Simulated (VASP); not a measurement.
Input of a VASP 6.6.1 run:

INCAR

```
SYSTEM = Al
  ALGO = Normal
  DIPOL = 0.5 0.5 0.500
  EDIFF = 1E-6
  EDIFFG = -0.02
  ENCUT = 520
  GGA = PE
  IBRION = 2
  IDIPOL = 3
  ISIF = 2
  ISMEAR = 1
  KPAR = 2
  LASPH = .TRUE.
  LCHARG = .FALSE.
  LDIPOL = .TRUE.
  LREAL = .FALSE.
  LWAVE = .FALSE.
  NELM = 120
  NSW = 90
  PREC = Accurate
  SIGMA = 0.1
```

KPOINTS

```
k-points
0
G
  11 11 1
  0 0 0
```

POSCAR

```
Al
1.0
    2.9124880100      0.0000000000      0.0000000000
    0.0000000000      2.9124880100      0.0000000000
    0.0000000000      0.0000000000     26.0333183600
Al
4
Direct
    0.0000000000      0.0000000000      0.3856273700
    0.5000000000      0.5000000000      0.4618770800
    0.0000000000      0.0000000000      0.5381267900
    0.5000000000      0.5000000000      0.6143726300
```

Potentials or basis: VASP PAW PBE potentials, release 64 (Al).

Run with:

```sh
$ cat potpaw_PBE.64/Al/POTCAR > POTCAR
$ mpirun -np 2 vasp_std > vasp.out
```

Q: Predict the energy gained by relaxing.

A: 6.9 meV/atom.

Q: What does it give for the band gap on the k mesh?

A: None (metal or under the smearing width).

Final structure:
```
CELL_PARAMETERS angstrom
2.91249 0.00000 0.00000
0.00000 2.91249 0.00000
0.00000 0.00000 26.03332
ATOMIC_POSITIONS crystal
Al 0.00000 0.00000 0.38069
Al 0.50000 0.50000 0.46097
Al 0.00000 0.00000 0.53904
Al 0.50000 0.50000 0.61931
```
